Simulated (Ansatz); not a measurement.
Crystal: TiSi2.

```
CELL_PARAMETERS angstrom
4.37464 0.00000 0.00000
-2.18732 3.78855 0.00000
0.00000 0.00000 2.56101
ATOMIC_POSITIONS crystal
Ti 0.00000 0.00000 0.00000
Si 0.33333 0.66667 0.50000
Si 0.66667 0.33333 0.50000
```

The cell was built by a generator and needn't be a form met in nature.

Base run:

| Quantity | Value |
| --- | --- |
| Program | Ansatz 0.2.0 |
| Functional | LDA |
| Potentials or basis | Ansatz PAW |
| Cutoff | 420 eV |
| Density cutoff | 1680 eV |
| k mesh | 7 × 7 × 10 |
| Occupations | fermi-dirac, width 0.05 eV |
| Spin | no spin polarisation |
| Hubbard terms | Ti d U = 2 eV |

Its results: band gap on the k mesh none (metal or under the smearing width); pressure -5.4 GPa.

Question: After a change of settings the same cell gave: band gap on the k mesh none (metal or under the smearing width); pressure -4.3 GPa. Which change was it?
A. functional from LDA to PBEsol; hubbard terms from Ti d U = 2 eV to Ti d U = 1 eV
B. hubbard terms from Ti d U = 2 eV to Ti d U = 3 eV
C. hubbard terms from Ti d U = 2 eV to Ti d U = 4 eV
D. hubbard terms from Ti d U = 2 eV to none; hubbard projectors from ortho-atomic (the default) to none

Answer: B.

Caveats: U without spin polarisation on a metal has little footing; the PAW data sets come from PBE, with cores solved anew for the run's functional, which leaves a small shift of forces and pressure; the U is typed as a test and isn't derived for this compound.

Not every run made on this cell is shown here.
